**Question: How far can I extend this pressure curve to smaller cells?**

I have one Al₂Cu crystal computed at several volumes. The atoms keep their places in the cell and only its size changes. Pressures are known for five cells, and I need them for two smaller ones. Can I extend the curve by hand, and how wrong might I be?

GPAW 26.7.0 calculations of Al₂Cu (space group I4/mmm) with the PBEsol functional, PAW data sets and no spin polarisation, the cell being scaled uniformly. Plane-wave cutoff 600 eV, 9 × 9 × 9 k mesh, Fermi-Dirac smearing of 0.05 eV. The ratio c/a is that of the conventional cell, and pressure is positive in compression.

| volume (Å³/atom) | c/a | shortest distance (Å) | pressure (GPa) |
| --- | --- | --- | --- |
| 13.864 | 1.4043 | 2.382 | ? |
| 14.749 | 1.4042 | 2.431 | ? |
| 15.205 | 1.4042 | 2.456 | 3.870 |
| 15.671 | 1.4042 | 2.481 | 0.480 |
| 16.145 | 1.4042 | 2.506 | -2.460 |
| 16.630 | 1.4042 | 2.530 | -4.990 |
| 17.627 | 1.4043 | 2.580 | -8.950 |

Pressure is positive when the crystal pushes outward. The ratio c/a gives the shape of the cell, and the shortest distance is that between Al and Cu neighbours. My first idea was a straight line through the two smallest known cells. Is that good enough?

**Answer**

The line errs in a direction you can know beforehand, because the known cells already show the curve bending. Between the two smallest of them, pressure drops by 7.3 GPa for each added Å³ per atom. Between the two largest it drops by only 4.0. The crystal is stiffer when squeezed than when stretched, so a line drawn towards smaller volumes must come out too low if the bending goes on.

The reason lies in what pressure is: the energy released per unit of added volume when the cell expands. Squeezing confines the electrons and raises their kinetic energy, which pushes outward. It also brings electrons and nuclei closer together, which lowers the Coulomb and exchange-correlation energy and pulls inward. Between the cells at 15.205 and 15.671 Å³/atom, the energies of the same calculation give an outward part of 393 GPa and an inward part of 391 GPa. The pressure you see, about 2 GPa on average there, is the small remainder of two large opposing terms.

Between the two largest cells the outward part is 253 GPa and the inward part 261 GPa, so there the inward pull wins. Squeezing strengthens both, but the outward push more. A likely reason is the Pauli principle: where the electron clouds of neighbouring atoms overlap, it forces electrons into states of higher kinetic energy, and this overlap is expected to grow roughly exponentially as the atoms approach. The bond of a nitrogen molecule is a simpler example: its energy curve is steep on the short side and shallow on the long side. The comparison stops at this shape, since a molecule has one bond to stretch, while here all distances shrink together and free-moving electrons take part.

This picture can be turned into a formula. Let x be the length of the cell relative to the one at 15.671 Å³/atom, and x₀ its value at zero pressure.

1. Take the binding energy as −D[1 + s(x − x₀)]e^(−s(x − x₀)), where D is its depth and s sets how fast it decays.
2. Its slope with length is proportional to (x − x₀)e^(−sx).
3. Volume grows as x³, so the slope with volume has an extra x² below the line.

With the constants collected, this is the Vinet equation:

P = [a + b(1 − x)] e^(s(1 − x)) / x²

A least-squares fit to the five known pressures gives a = 0.470 GPa, b = 312.4 GPa and s = 5.41. Each has a plain meaning: a is the fitted pressure of the cell with x = 1, b is close to three times the bulk modulus, the resistance to a small uniform squeeze, and s sets how fast that resistance grows. The fit puts zero pressure at 15.74 Å³/atom, among the known cells, and the bulk modulus there at about 103 GPa.

Now take the cell at 14.749 Å³/atom, which was not part of the fit. Its edges are 2% shorter, so x = 0.98:

- the bracket is 0.470 + 312.4 × 0.02 = 6.72 GPa;
- the exponential is e^(5.41 × 0.02) = 1.114;
- the pressure is 6.72 × 1.114 / 0.98² = 7.8 GPa.

The same steps with x = 0.96 give 17.5 GPa for the cell at 13.864 Å³/atom.

My forecasts are therefore **7.8 ± 0.15 GPa** at 14.749 Å³/atom and **17.5 ± 0.5 GPa** at 13.864. Both are positive and above your straight line, and the second is more than twice the first. The ranges are a judgement, not a statistical result. They allow for the choice of equation and for small errors in the known pressures, which grow as one moves away from them. I also assume that the electrons stay in the same kind of state, a metal without magnetic moments; the calculation has spin switched off.

As a test of the formula, I fitted the third-order Birch-Murnaghan equation to the same five cells. Its energy is a polynomial in 1/x² and contains no exponential. It gives 7.8 GPa for the nearer cell and 17.7 GPa for the farther one, so the choice of equation begins to matter only at the far end.

Here are the computed values.

The withheld rows as computed:

| volume (Å³/atom) | c/a | shortest distance (Å) | pressure (GPa) |
| --- | --- | --- | --- |
| 13.864 | 1.4043 | 2.382 | 17.310 |
| 14.749 | 1.4042 | 2.431 | 7.760 |

Both fall within their ranges, and the qualitative forecasts hold too. The Vinet value is 0.04 GPa too high for the nearer cell and 0.17 GPa too high for the farther one, which is 1% of the pressure there. Your straight line would have been too low by 0.6 and 3.7 GPa. What the line misses is the stiffening, and five cells on one side were enough to capture it.

The small misses tell something as well. Both equations overshoot at both cells, so the computed pressure climbs slightly less steeply than either continuation. The true curve may differ a little from both shapes, or tiny errors in the known pressures may have been magnified on the way out. Two cells can't decide between these. Nor do they prove the exponential picture: Birch-Murnaghan overshoots by about twice as much at the farther cell, yet it too stays within the range.

For a neighbouring material, start from the bulk modulus times the fractional loss of volume, then multiply by one plus about three times that fraction, a usual allowance for stiffening in metals. For the smallest cell here the start is 103 GPa × (15.74 − 13.864)/15.74, or about 12 GPa, and the allowance lifts it to about 17, against the computed 17.3. Pure aluminium is softer and would need less pressure for the same fractional squeeze, while pure copper is stiffer and would need more. Their curves are expected to bend the same way, because there too the rise in kinetic energy should outgrow the added attraction as the atoms close in.

Three limits matter if you compare these pressures with measured ones. The cell keeps its shape here, whereas a real crystal can also change its c/a. The computed stresses along the long and short edges differ by less than 0.2 GPa in every cell, so the drive to do so is weak. The atoms are also at rest, without thermal or zero-point motion, both of which are expected to add some outward pressure. And PBEsol may put the equilibrium volume slightly off: with a bulk modulus near 103 GPa, an error of 1% in volume shifts the pressure by about 1 GPa. The numbers belong to this arrangement, in which eight Al atoms form nearly a cube around each Cu atom, and not to the more familiar equilibrium form of Al₂Cu, where one face of that cube is twisted against the other.
